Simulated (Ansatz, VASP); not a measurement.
**In: VASP beside Ansatz**

```
In
1.0
    -1.90966    1.90966    1.90966
     1.90966   -1.90966    1.90966
     1.90966    1.90966   -1.90966
In
1
Cartesian
  0.0000 0.0000 0.0000
```

Alike in both runs: functional PBE; k mesh 16 × 16 × 16; occupations gaussian, width 0.1 eV; no spin polarisation.

Ansatz relaxed the structure, and its values are those at the end. VASP's run is a single point on that final structure, the one shown.

|  | VASP | Ansatz |
| --- | --- | --- |
| version | VASP 6.6.1 | Ansatz 0.2.0 |
| potentials or method | VASP PAW PBE potentials, release 64 (In_d) | scalar-relativistic, plane waves, PAW |
| plane-wave cutoff (eV) | 520 | 420 |
| valence electrons in the cell | 13 | 13 |

|  | VASP | Ansatz | Ansatz less VASP |
| --- | --- | --- | --- |
| gap on the k mesh at the Fermi level (eV) | none | none | - |
| pressure (GPa) | 0.0 | 0.0 | +0.05 |

A gap of «none» marks a metal or a gap that the smearing closes.
